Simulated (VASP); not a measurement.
**What goes wrong when BN (Qingsongite) is relaxed with a bad input**

Aim: see how common mistakes in a VASP relaxation show up, on BN (Qingsongite). The starting structure is a measured crystal structure from the Crystallography Open Database. The first relaxation on each setting starts from this cell expanded by 3 % in volume.

Method: Kohn-Sham DFT with plane waves and PAW; PBEsol, in VASP 6.6.1.

### 1. The structure

It takes space group F-43m (No. 216, cubic). Conventional cell: a = 3.615 Å, b = 3.615 Å, c = 3.615 Å, α = 90.00°, β = 90.00°, γ = 90.00°. Nearest to N lie 4 B at 1.57 Å. Nearest to B lie 4 N at 1.57 Å. Farther neighbours and most contacts between anions are not listed.

Structure file:

```cif
data_structure
_symmetry_space_group_name_H-M 'P 1'
_symmetry_Int_Tables_number 1
_cell_length_a 2.5562
_cell_length_b 2.5562
_cell_length_c 2.5562
_cell_angle_alpha 60.000
_cell_angle_beta 60.000
_cell_angle_gamma 60.000
_cell_volume 11.81
loop_
_atom_site_label
_atom_site_type_symbol
_atom_site_fract_x
_atom_site_fract_y
_atom_site_fract_z
_atom_site_occupancy
N1 N 0.75000 0.75000 0.75000 1
B2 B 0.00000 0.00000 0.00000 1
```

### 2. Reference relaxation

This run starts from the cell of an earlier relaxation, which isn't shown; the restart sets up the plane waves anew.

INCAR

```
SYSTEM = BN
PREC = Accurate
ENCUT = 520
EDIFF = 1E-06
NELM = 100
ISMEAR = 0
SIGMA = 0.03
LREAL = .FALSE.
ALGO = Normal
GGA = PS
NBANDS = 10
LORBIT = 11
LWAVE = .FALSE.
LCHARG = .FALSE.
KPAR = 8
IBRION = 2
NSW = 50
ISIF = 3
EDIFFG = -0.006
```

POSCAR

```
BN
1.0
    0.0000000000      1.8038801229      1.8038801229
    1.8038801229      0.0000000000      1.8038801229
    1.8038801229      1.8038801229      0.0000000000
N B
1 1
Direct
    0.7500000000      0.7500000000      0.7500000000
    0.0000000000      0.0000000000      0.0000000000
```

KPOINTS

```
Automatic mesh
0
Gamma
10 10 10
0 0 0
```

Potentials, in the order of the species: N and B (PBE family, release 64).

The run is started by

```console
$ mpirun -np 8 vasp_std
```

Log:

```text
[banner, memory and clock lines left out]
running    8 mpi-ranks, on    1 nodes
 distrk:  each k-point on    1 cores,    8 groups
 distr:  one band on    1 cores,    1 groups

 POSCAR found type information on POSCAR N B
 POSCAR found :  2 types and       2 ions
|                                                                             |
|           W    W    AA    RRRRR   N    N  II  N    N   GGGG   !!!           |
|           W    W   A  A   R    R  NN   N  II  NN   N  G    G  !!!           |
|           W    W  A    A  R    R  N N  N  II  N N  N  G       !!!           |
|           W WW W  AAAAAA  RRRRR   N  N N  II  N  N N  G  GGG   !            |
|           WW  WW  A    A  R   R   N   NN  II  N   NN  G    G                |
|           W    W  A    A  R    R  N    N  II  N    N   GGGG   !!!           |
|                                                                             |
|     For optimal performance we recommend to set                             |
|       NCORE = 2 up to number-of-cores-per-socket                            |
|     NCORE specifies how many cores store one orbital (NPAR=cpu/NCORE).      |
|     This setting can greatly improve the performance of VASP for DFT.       |
|     The default, NCORE=1 might be grossly inefficient on modern             |
|     multi-core architectures or massively parallel machines. Do your        |
|     Unfortunately you need to use the default for GW and RPA                |
|     calculations (for HF NCORE is supported but not extensively tested      |
|     yet).                                                                   |
|                                                                             |

|                                                                             |
|               ----> ADVICE to this user running VASP <----                  |
|                                                                             |
|     You enforced a specific xc type in the INCAR file but a different       |
|     [... a line on the potential file left out ...]
|     I HOPE YOU KNOW WHAT YOU ARE DOING!                                     |
|                                                                             |

 LDA part: xc-table for (Slater+PW92), standard interpolation
 POSCAR, INCAR and KPOINTS ok, starting setup
 FFT: planning ... GRIDC
 FFT: planning ... GRID_SOFT
 FFT: planning ... GRID
 WAVECAR not read
 entering main loop
       N       E                     dE             d eps       ncg     rms          rms(c)
DAV:   1     0.851966068169E+01    0.85197E+01   -0.49594E+03   980   0.793E+02
DAV:   2    -0.188347583891E+02   -0.27354E+02   -0.26165E+02  1110   0.169E+02
DAV:   3    -0.193008123989E+02   -0.46605E+00   -0.46536E+00  1088   0.194E+01
DAV:   4    -0.193013714615E+02   -0.55906E-03   -0.55905E-03  1026   0.739E-01
DAV:   5    -0.193013719937E+02   -0.53221E-06   -0.53194E-06  1090   0.232E-02    0.659E+00
DAV:   6    -0.184532255374E+02    0.84815E+00   -0.27556E+00  1000   0.103E+01    0.328E+00
DAV:   7    -0.183675472050E+02    0.85678E-01   -0.10164E-01  1008   0.271E+00    0.188E+00
DAV:   8    -0.183468929120E+02    0.20654E-01   -0.35221E-02  1054   0.137E+00    0.182E-01
DAV:   9    -0.183468958997E+02   -0.29876E-05   -0.79061E-04  1014   0.256E-01    0.771E-02
DAV:  10    -0.183469132221E+02   -0.17322E-04   -0.61573E-05  1034   0.732E-02    0.129E-02
DAV:  11    -0.183469150085E+02   -0.17864E-05   -0.49550E-06  1072   0.173E-02    0.820E-03
DAV:  12    -0.183469149877E+02    0.20846E-07   -0.12257E-06   536   0.789E-03
   1 F= -.18346915E+02 E0= -.18346915E+02  d E =-.183469E+02
 curvature:   0.00 expect dE= 0.000E+00 dE for cont linesearch  0.000E+00
 trial: gam= 0.00000 g(F)=  0.631E-48 g(S)=  0.856E-06 ort = 0.000E+00 (trialstep = 0.100E+01)
 search vector abs. value=  0.856E-06
 reached required accuracy - stopping structural energy minimisation
```

Elapsed: 1.6 s, on 8 MPI ranks of Intel Xeon 6975P-C (Granite Rapids), shared host; peak memory 0.88 GiB.

The logs omit lines about the potential files and the build; timing stands in the text.

OUTCAR, selected parts (step 2):

```text
ion  position               nearest neighbor table
   1  0.750  0.750  0.750-   2 1.56   2 1.56   2 1.56   2 1.56
   2  0.000  0.000  0.000-   1 1.56   1 1.56   1 1.56   1 1.56

  LATTYP: Found a face centered cubic cell.
 ALAT       =     3.6077602458

 Subroutine GETGRP returns: Found 24 space group operations
 (whereof 24 operations were pure point group operations)

The static configuration has the point symmetry T_d .

 Found     47 irreducible k-points:

   k-points           NKPTS =     47   k-points in BZ     NKDIM =     47   number of bands    NBANDS=     10

   dimension x,y,z NGX =    20 NGY =   20 NGZ =   20
   dimension x,y,z NGXF=    40 NGYF=   40 NGZF=   40

   ENCUT  =  520.0 eV  38.22 Ry    6.18 a.u.   4.74  4.74  4.74*2*pi/ulx,y,z

   NELECT =       8.0000    total number of electrons

 k-points in reciprocal lattice and weights: Automatic mesh
   0.00000000  0.00000000  0.00000000       0.001
   0.10000000  0.00000000  0.00000000       0.008
   0.20000000  0.00000000  0.00000000       0.008
   0.30000000  0.00000000  0.00000000       0.008
   0.40000000  0.00000000  0.00000000       0.008
   0.50000000  0.00000000  0.00000000       0.004
   0.10000000  0.10000000  0.00000000       0.006
   0.20000000  0.10000000  0.00000000       0.024
   0.30000000  0.10000000  0.00000000       0.024
[...]
-0.30000000  0.40000000  0.20000000       0.024
  -0.30000000  0.50000000  0.20000000       0.012

 average (electrostatic) potential at core
       1 -60.3281       2 -24.4096

 E-fermi :   7.6427

 k-point     1 :       0.0000    0.0000    0.0000
  band No.  band energies     occupation
      1     -12.8846      2.00000
      2       7.4371      2.00000
      3       7.4371      2.00000
      4       7.4371      2.00000
      5      16.2270      0.00000
      6      16.2270      0.00000
      7      16.2270      0.00000
      8      17.8018      0.00000
      9      32.0598      0.00000
    ...

 k-point     2 :       0.1000    0.0000    0.0000
  band No.  band energies     occupation
      1     -12.6389      2.00000
      2       6.1525      2.00000
      3       7.1793      2.00000
      4       7.1793      2.00000
      5      16.5017      0.00000
      6      16.6157      0.00000
      7      16.6157      0.00000
      8      18.6020      0.00000
      9      31.7107      0.00000
    ...

 k-point     3 :       0.2000    0.0000    0.0000
  band No.  band energies     occupation
      1     -11.9153      2.00000
      2       3.4089      2.00000
      3       6.6014      2.00000
      4       6.6014      2.00000
      5      16.8895      0.00000
      6      17.4151      0.00000
      7      17.4151      0.00000
      8      20.2490      0.00000
      9      31.0050      0.00000
    ...

  Total       -0.0034387     -0.0034387     -0.0034387     -0.0000000     -0.0000000      0.0000000
  in kB       -0.4692995     -0.4692995     -0.4692995     -0.0000000     -0.0000000      0.0000000
  external PRESSURE =      -0.4692995 kB  Pullay stress =       0.0000000 kB

  energy-cutoff  :      520.00
  volume of cell :       11.74
      direct lattice vectors                 reciprocal lattice vectors
     0.000000000  1.803880123  1.803880123    -0.277180281  0.277180281  0.277180281
     1.803880123  0.000000000  1.803880123     0.277180281 -0.277180281  0.277180281
     1.803880123  1.803880123  0.000000000     0.277180281  0.277180281 -0.277180281

 POSITION                                       TOTAL-FORCE (eV/Angst)
 -----------------------------------------------------------------------------------
      2.70582      2.70582      2.70582         0.000000      0.000000      0.000000
      0.00000      0.00000      0.00000        -0.000000     -0.000000     -0.000000
 -----------------------------------------------------------------------------------
    total drift:                               -0.000000     -0.000000     -0.000000

  FREE ENERGIE OF THE ION-ELECTRON SYSTEM (eV)
  ---------------------------------------------------
  free  energy   TOTEN  =       -18.3469149877 eV

  energy  without entropy=      -18.3469149877  energy(sigma->0) =      -18.34691499

 reached required accuracy - stopping structural energy minimisation

 total charge
# of ion       s       p       d       tot
------------------------------------------
    1        1.208   2.759   0.000   3.967
    2        0.677   1.368   0.000   2.045
--------------------------------------------------
tot          1.885   4.128   0.000   6.012

[... 3 further parts left out ...]
```

The PAW data sets were made with PBE, which is usual practice but a small mismatch for other functionals. The run keeps the 24 symmetry operations of its start, so it cannot find a distortion of lower symmetry.

The reference relaxation ends at 5.870 Å³ an atom. Pressures at 0.985 and 1.015 times this volume, from two more relaxations that aren't shown, give a bulk modulus of 387.3 GPa.

### 3. Relaxation with too few ionic steps

A slip made on purpose: too few ionic steps. Against step 2 the input has NSW = 2 (also changed: NELM).

Edit INCAR of step 2 so:

```diff
@@ -4,3 +4,3 @@
 EDIFF = 1E-06
-NELM = 100
+NELM = 60
 ISMEAR = 0
@@ -16,3 +16,3 @@
 IBRION = 2
-NSW = 50
+NSW = 2
 ISIF = 3
```

POSCAR

```
BN
1.0
    0.0000000000      1.8253972035      1.8253972035
    1.8253972035      0.0000000000      1.8253972035
    1.8253972035      1.8253972035      0.0000000000
N B
1 1
Direct
    0.7500000000      0.7500000000      0.7500000000
    0.0000000000      0.0000000000      0.0000000000
```

KPOINTS is that of step 2.

The run is started by

```console
$ mpirun -np 8 vasp_std
```

Log:

```text
[banner, memory and clock lines left out]
running    8 mpi-ranks, on    1 nodes
[...]
[... a notice as in an earlier step ...]

 [... a notice as in an earlier step ...]

 LDA part: xc-table for (Slater+PW92), standard interpolation
 POSCAR, INCAR and KPOINTS ok, starting setup
[...]
entering main loop
       N       E                     dE             d eps       ncg     rms          rms(c)
DAV:   1     0.879318889233E+01    0.87932E+01   -0.50255E+03   964   0.797E+02
DAV:   2    -0.187444599249E+02   -0.27538E+02   -0.26148E+02  1190   0.167E+02
DAV:   3    -0.192289581874E+02   -0.48450E+00   -0.48351E+00  1094   0.195E+01
DAV:   4    -0.192296619120E+02   -0.70372E-03   -0.70371E-03  1046   0.787E-01
[...]
DAV:  10    -0.183298639900E+02   -0.20175E-04   -0.63693E-05  1036   0.749E-02    0.123E-02
DAV:  11    -0.183298658248E+02   -0.18348E-05   -0.60140E-06  1064   0.184E-02    0.842E-03
DAV:  12    -0.183298658004E+02    0.24354E-07   -0.14327E-06   538   0.838E-03
   1 F= -.18329866E+02 E0= -.18329866E+02  d E =-.183299E+02
[...]
N       E                     dE             d eps       ncg     rms          rms(c)
DAV:   1    -0.184144214830E+02   -0.84556E-01   -0.25216E+00   996   0.140E+01    0.212E+00
DAV:   2    -0.183339513087E+02    0.80470E-01   -0.31667E-01  1028   0.395E+00    0.603E-01
DAV:   3    -0.183298904242E+02    0.40609E-02   -0.12167E-02   990   0.967E-01    0.235E-01
DAV:   4    -0.183287593407E+02    0.11311E-02   -0.14005E-03  1024   0.299E-01    0.728E-02
DAV:   5    -0.183287337777E+02    0.25563E-04   -0.75418E-05  1046   0.676E-02    0.431E-02
DAV:   6    -0.183287344190E+02   -0.64123E-06   -0.28785E-06   992   0.190E-02
   2 F= -.18328734E+02 E0= -.18328734E+02  d E =0.113138E-02
 trial-energy change:    0.001131  1 .order    0.002598   -0.069891    0.075086
 step:   0.4973(harm=  0.4821)  dis= 0.00000  next Energy=   -18.347423 (dE=-0.176E-01)
```

The job ended after 2.4 s (8 MPI ranks; peak memory 0.91 GiB).

From OUTCAR (step 3):

```text
  Total        1.0558123      1.0558123      1.0558123      0.0000000      0.0000000     -0.0000000
  in kB      149.4350999    149.4350999    149.4350999      0.0000000      0.0000000     -0.0000000
  external PRESSURE =     149.4350999 kB  Pullay stress =       0.0000000 kB

 POSITION                                       TOTAL-FORCE (eV/Angst)
 -----------------------------------------------------------------------------------
      2.67319      2.67319      2.67319        -0.000000      0.000000     -0.000000
      0.00000      0.00000      0.00000         0.000000     -0.000000      0.000000
 -----------------------------------------------------------------------------------
    total drift:                               -0.000000     -0.000000     -0.000000

  FREE ENERGIE OF THE ION-ELECTRON SYSTEM (eV)
  ---------------------------------------------------
  free  energy   TOTEN  =       -18.3287344190 eV

  energy  without entropy=      -18.3287344190  energy(sigma->0) =      -18.32873442

[... 1 part as in an earlier step ...]

[... 2 further parts left out ...]
[key lines of the parts left out:]
E-fermi :   8.0503
```

The relaxation used up its 2 ionic steps (NSW) before forces and stress met EDIFFG.

### 4. Relaxation with a cutoff far too low

A slip made on purpose: a cutoff far too low. Against step 2 the input has PREC = Normal and ENCUT = 220 (also changed: NELM).

Edit INCAR of step 3 so:

```diff
@@ -1,4 +1,4 @@
 SYSTEM = BN
-PREC = Accurate
-ENCUT = 520
+PREC = Normal
+ENCUT = 220
 EDIFF = 1E-06
@@ -16,3 +16,3 @@
 IBRION = 2
-NSW = 2
+NSW = 50
 ISIF = 3
```

POSCAR is that of step 3.

KPOINTS is that of step 3.

The run is started by

```console
$ mpirun -np 8 vasp_std
```

Log:

```text
[... set-up lines as in an earlier step ...]
 entering main loop
       N       E                     dE             d eps       ncg     rms          rms(c)
DAV:   1    -0.847256255592E+01   -0.84726E+01   -0.29711E+03  1074   0.393E+02
DAV:   2    -0.185276131459E+02   -0.10055E+02   -0.98453E+01  1066   0.830E+01
DAV:   3    -0.186317621238E+02   -0.10415E+00   -0.10410E+00  1094   0.665E+00
DAV:   4    -0.186318065766E+02   -0.44453E-04   -0.44452E-04  1008   0.169E-01
[...]
DAV:   9    -0.182041956565E+02    0.56244E-04   -0.23355E-04   992   0.112E-01    0.156E-02
DAV:  10    -0.182041978581E+02   -0.22016E-05   -0.34822E-06  1112   0.143E-02    0.850E-03
DAV:  11    -0.182041986184E+02   -0.76026E-06   -0.38935E-07   832   0.548E-03
   1 F= -.18204199E+02 E0= -.18204199E+02  d E =-.182042E+02
[...]
2 F= -.11198905E+02 E0= -.11198905E+02  d E =0.700529E+01
[...]
3 F= -.19120362E+02 E0= -.19120362E+02  d E =-.916163E+00
[...]
4 F= -.19157482E+02 E0= -.19157482E+02  d E =-.953284E+00
[...]
5 F= -.19160976E+02 E0= -.19160976E+02  d E =-.956777E+00
[...]
reached required accuracy - stopping structural energy minimisation
```

Run time: 1.4 s. Hardware: 8 MPI ranks; peak memory 0.72 GiB; 5.6 s of CPU time.

Parts of OUTCAR (step 4):

```text
  Total        0.0035224      0.0035224      0.0035224      0.0000000      0.0000000      0.0000000
  in kB        0.5696081      0.5696081      0.5696081      0.0000000      0.0000000      0.0000000
  external PRESSURE =       0.5696081 kB  Pullay stress =       0.0000000 kB

 POSITION                                       TOTAL-FORCE (eV/Angst)
 -----------------------------------------------------------------------------------
      2.55705      2.55705      2.55705        -0.000000     -0.000000     -0.000000
      0.00000      0.00000      0.00000         0.000000      0.000000      0.000000
 -----------------------------------------------------------------------------------
    total drift:                                0.000065      0.000065      0.000074

  FREE ENERGIE OF THE ION-ELECTRON SYSTEM (eV)
  ---------------------------------------------------
  free  energy   TOTEN  =       -19.1609757661 eV

  energy  without entropy=      -19.1609757661  energy(sigma->0) =      -19.16097577

[... 2 parts as in an earlier step ...]

[... 2 further parts left out ...]
[key lines of the parts left out:]
E-fermi :  10.2750
```

With a cutoff far too low the cell ends at 4.954 Å³ an atom, -15.60 % from the reference.

### 5. Relaxation with a loose electronic threshold

A slip made on purpose: a loose electronic threshold. Against step 2 the input has EDIFF = 0.01 (also changed: NELM and NSW).

Edit INCAR of step 4 so:

```diff
@@ -1,5 +1,5 @@
 SYSTEM = BN
-PREC = Normal
-ENCUT = 220
-EDIFF = 1E-06
+PREC = Accurate
+ENCUT = 520
+EDIFF = 0.01
 NELM = 60
@@ -16,3 +16,3 @@
 IBRION = 2
-NSW = 50
+NSW = 30
 ISIF = 3
```

POSCAR is that of step 4.

KPOINTS is that of step 4.

The run is started by

```console
$ mpirun -np 8 vasp_std
```

Log:

```text
[... set-up lines as in an earlier step ...]
 entering main loop
       N       E                     dE             d eps       ncg     rms          rms(c)
[... 4 cycles as in an earlier step ...]
DAV:   5    -0.192296625715E+02   -0.65945E-06   -0.65945E-06   904   0.250E-02    0.638E+00
DAV:   6    -0.184241734910E+02    0.80549E+00   -0.27938E+00   990   0.102E+01    0.316E+00
DAV:   7    -0.183495934153E+02    0.74580E-01   -0.86322E-02  1014   0.254E+00    0.183E+00
DAV:   8    -0.183298451840E+02    0.19748E-01   -0.33284E-02  1054   0.132E+00    0.163E-01
DAV:   9    -0.183298429970E+02    0.21869E-05   -0.89557E-04   706   0.256E-01
   1 F= -.18329843E+02 E0= -.18329843E+02  d E =-.183298E+02
[...]
2 F= -.18327680E+02 E0= -.18327680E+02  d E =0.216348E-02
[...]
3 F= -.18347888E+02 E0= -.18347888E+02  d E =-.180449E-01
[...]
4 F= -.18347603E+02 E0= -.18347603E+02  d E =-.177604E-01
[...]
5 F= -.18347614E+02 E0= -.18347614E+02  d E =-.177715E-01
[...]
6 F= -.18347629E+02 E0= -.18347629E+02  d E =-.177859E-01
[...]
reached required accuracy - stopping structural energy minimisation
```

The job ended after 3.4 s (8 MPI ranks; peak memory 0.93 GiB).

(Part 1 of 2 ends here.)

[Lines on the potential files, build, host, timing and source positions are cut from VASP's logs without a mark.]

[Logs are printed without paths, hosts, clocks, repeated set-up lines and the standing remarks that a program may print on its own settings, such as how far it seeks lower states.]

[Hosts, paths, dates, database ids (printed as entryN), source tags and the programs' standing remarks are cut or masked in the printed files.]
